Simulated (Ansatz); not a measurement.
**SrO in Ansatz: the effect of functional**

The system is SrO.

```xyz
4
Lattice="3.6230 0.0000 0.0000 -1.8115 3.1376 0.0000 0.0000 0.0000 6.3392" Properties=species:S:1:pos:R:3 pbc="T T T"
Sr    1.8115    1.0459    4.7544
Sr    0.0000    2.0917    1.5848
O     0.0000    0.0000    3.1696
O     0.0000    0.0000    0.0000
```

Measurements of this composition are mostly on another form, of space group No. 225.

The cell isn't the ideal one: volume scaled by 1.06.

Alike in all runs:

```yaml
Program: Ansatz 0.2.0
Task: single point
Potentials_or_basis: Ansatz PAW
k_mesh: 9 × 9 × 5
Occupations: fermi-dirac, width 0.05 eV
Spin: no spin polarisation
```

| functional | cutoff | gap on the mesh (eV) | pressure (GPa) |
| --- | --- | --- | --- |
| LDA | 420 eV (not typed: the program's choice for these potentials) | 2.55 | -9.4 |
| PBEsol | 420 eV (not typed: the program's choice for these potentials) | ? | ? |
| r2SCAN | 500 eV (not typed: the program's choice for these potentials) | 3.32 | -5.0 |

Problem. What does the run with functional PBEsol give?

Solution. gap on the mesh 2.62 eV; pressure -6.5 GPa.

Caveats: odd divisions of the mesh miss points on the zone boundary, where band edges often lie, so the gap on the mesh can be too wide; the PAW data sets come from PBE, with cores solved anew for the run's functional, which leaves a small shift of forces and pressure.

A k mesh can miss the band edges.
